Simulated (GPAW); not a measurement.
Se:

```
CELL_PARAMETERS angstrom
4.36620 0.00000 0.00000
-2.18310 3.78124 0.00000
0.00000 0.00000 4.95360
ATOMIC_POSITIONS crystal
Se 0.77460 0.77460 0.00000
Se 0.00000 0.22540 0.66667
Se 0.22540 0.00000 0.33333
```

Program: GPAW 26.7.0. Alike in all runs: cell as given; smearing fermi-dirac 0.05 eV. Hardware: 1 thread of Arm Neoverse V1, on a shared host.

Question: Order these runs on this cell by their wall time, lowest first.
A. task band structure; level RPBE; potentials or basis the program's PAW data sets (release 1.2.1) made for this functional, pw; spin off; k mesh 7 × 7 × 6; cutoff (eV) 600; maxiter 150; band path GMKGALHA,LM,KH; band points 60; mesh quality not flagged
B. task single point; level PBE; potentials or basis PAW data sets generated in the run's folder for this functional, pw; spin off; k mesh 6 × 6 × 5; cutoff (eV) 500; maxiter 80; mesh quality not flagged
C. task band structure; level LDA; potentials or basis the program's PAW data sets (release 1.2.1) made for this functional, pw; spin non-collinear, zero start, SOC; k mesh 3 × 3 × 3; cutoff (eV) 600; maxiter 150; band path GMKGALHA,LM,KH; band points 60; ranks 4; mesh quality coarse
D. task band structure; level r2SCAN; potentials or basis GPAW PAW data sets (gpaw-data 1.2.1), pw; spin off; k mesh 7 × 7 × 6; cutoff (eV) 600; maxiter 150; band path GMKGALHA,LM,KH; band points 100; mesh quality not flagged

Answer: B (42 s), A (100 s), C (230 s), D (510 s).

Caveats: some runs use coarse meshes.

Not every run made on this cell is shown here.
